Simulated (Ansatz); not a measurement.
Runs of Ansatz 0.2.0 on Ge. Symmetry: Fd-3m, No. 227, cubic system. Conventional cell: a = 5.658 Å, b = 5.658 Å, c = 5.658 Å, α = 90.00°, β = 90.00°, γ = 90.00°. Ge (site symmetry -43m) has 4 Ge at 2.45 Å as nearest neighbours. 

```tsv
task	level	potentials or basis	spin	cell	k mesh	cutoff (eV)	smearing	gap on the mesh (eV)	pressure (GPa)
band structure	RPBE	all-electron LAPW, scalar-relativistic	off	as given	8 × 8 × 8	316	fermi-dirac 0.05 eV	(a)	5.4
single point	PBE	all-electron LAPW, scalar-relativistic	off	as given	8 × 8 × 8	316	gaussian 0.015 eV	0.04	3.6
band structure	PBEsol	all-electron LAPW, scalar-relativistic	off	as given	8 × 8 × 8	317	fermi-dirac 0.05 eV	-	0.6
relaxation of cell and atoms	BLYP+D3(BJ)	all-electron LAPW, scalar-relativistic	off	relaxed	8 × 8 × 8	-	fermi-dirac 0.05 eV	-	0.0
single point	PBE	all-electron LAPW, scalar-relativistic	off	as given	8 × 8 × 8	316	gaussian 0.028 eV	0.04	3.6
band structure	PBEsol	all-electron LAPW, relativistic spinors	SOC, no magnetisation	as given	6 × 6 × 6	317	fermi-dirac 0.05 eV	-	0.7
```

Alike in all rows: basis error allowed 0.001 eV/atom.

Problem. Fill in the values left out.

Solution. (a) 0.15.

Caveats: this crystal is a semiconductor, whose small gap the functional closes, so the metal is an error of the method (some runs); the k mesh is thin for a metal, which can move the energy by tens of meV per atom (some runs).

A k mesh can miss the band edges, and rows without SOC leave out spin-orbit coupling on Ge.
